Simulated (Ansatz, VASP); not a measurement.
## ZnO (zincite): VASP beside Ansatz

The input INCAR:

```
PREC = Accurate ; ENCUT = 600
EDIFF = 1E-6 ; ISMEAR = 0
SIGMA = 0.02 ; LREAL = F
LASPH = T ; NELM = 60
ALGO = Normal ; ISIF = 3
LWAVE = F ; LCHARG = F
GGA = CA ; IBRION = 2
NSW = 100 ; EDIFFG = -0.005
```

File KPOINTS:

```
regular mesh
0
Gamma
  9 9 6
```

File POSCAR:

```
ZnO
1.0
    3.2493080000      0.0000000000      0.0000000000
   -1.6246540000      2.8139832727      0.0000000000
    0.0000000000      0.0000000000      5.2057090000
Zn O
2 2
Direct
    0.3333333333      0.6666666667      0.5000000000
    0.6666666667      0.3333333333      0.0000000000
    0.6666666667      0.3333333333      0.3790100000
    0.3333333333      0.6666666667      0.8790100000
```

Input for Ansatz:

```yaml
crystal:
  lattice:
    - [3.249308, 0.0, 0.0]
    - [-1.624654, 2.8139832727, 0.0]
    - [0.0, 0.0, 5.205709]
  atoms:
    - { symbol: Zn, position: [0.3333333333, 0.6666666667, 0.5] }
    - { symbol: Zn, position: [0.6666666667, 0.3333333333, 0.0] }
    - { symbol: O, position: [0.6666666667, 0.3333333333, 0.37901] }
    - { symbol: O, position: [0.3333333333, 0.6666666667, 0.87901] }
basis:
  ecutwfc: 420
kpoints:
  mp_grid: { grid: [9, 9, 6] }
hamiltonian:
  xc: lda
scf:
  occupations: { method: gaussian, width: 0.02 }
output:
  forces: true
  stress: true
  eigenvalues: true
relax:
  adjacent_minimum: "off"
  f_tol: 0.005
  max_steps: 80
  cell: { stress_tol: 0.05 }
```

Alike in both runs: task relaxation of cell and atoms; functional LDA; k mesh 9 × 9 × 6; occupations gaussian, width 0.02 eV; no spin polarisation.

```csv
,VASP,Ansatz
version,VASP 6.6.1,Ansatz 0.2.0
potentials or method,"VASP PAW LDA potentials, release 64 (Zn, O)","scalar-relativistic, plane waves, PAW"
plane-wave cutoff (eV),600,420
valence electrons in the cell,36,36
```

```csv
,VASP,Ansatz,Ansatz less VASP
"gap on the k mesh at the Fermi level, each at its own relaxed structure (eV)",0.80,0.80,0.000
relaxed volume (Å³/atom),11.41,11.33,-0.074
relaxed cell length with the largest relative difference (Å),3.194,3.187,-0.0071
energy change over the relaxation (meV/atom),-10,-13,-3.1
```

As with any semilocal functional, this LDA gap is likely too small. LDA usually gives volumes a few per cent too small. Zero-point motion and thermal expansion aren't in these numbers.
